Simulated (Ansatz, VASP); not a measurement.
## AlN: VASP beside Ansatz

```
Al N
1.0
     0.00000    2.20159    2.20159
     2.20159    0.00000    2.20159
     2.20159    2.20159    0.00000
Al N
1 1
Cartesian
  0.0000 0.0000 0.0000
  3.3024 3.3024 3.3024
```

Alike in both runs: task relaxation of cell and atoms; functional PBE; k mesh 10 × 10 × 10; no spin polarisation.

|  | VASP | Ansatz |
| --- | --- | --- |
| version | VASP 6.6.1 | Ansatz 0.2.0 |
| potentials or method | VASP PAW PBE potentials, release 64 (Al, N) | scalar-relativistic, plane waves, PAW |
| plane-wave cutoff (eV) | 600 | 420 |
| occupations | gaussian, width 0.01 eV | fixed |
| valence electrons in the cell | 8 | 8 |

```csv
,VASP,Ansatz,Ansatz less VASP
"gap on the k mesh at the Fermi level, each at its own relaxed structure (eV)",3.31,3.31,+0.006
relaxed volume (Å³/atom),10.65,10.67,+0.022
relaxed cell length with the largest relative difference (Å),3.111,3.114,+0.0021
```

A k mesh can miss the band edges.
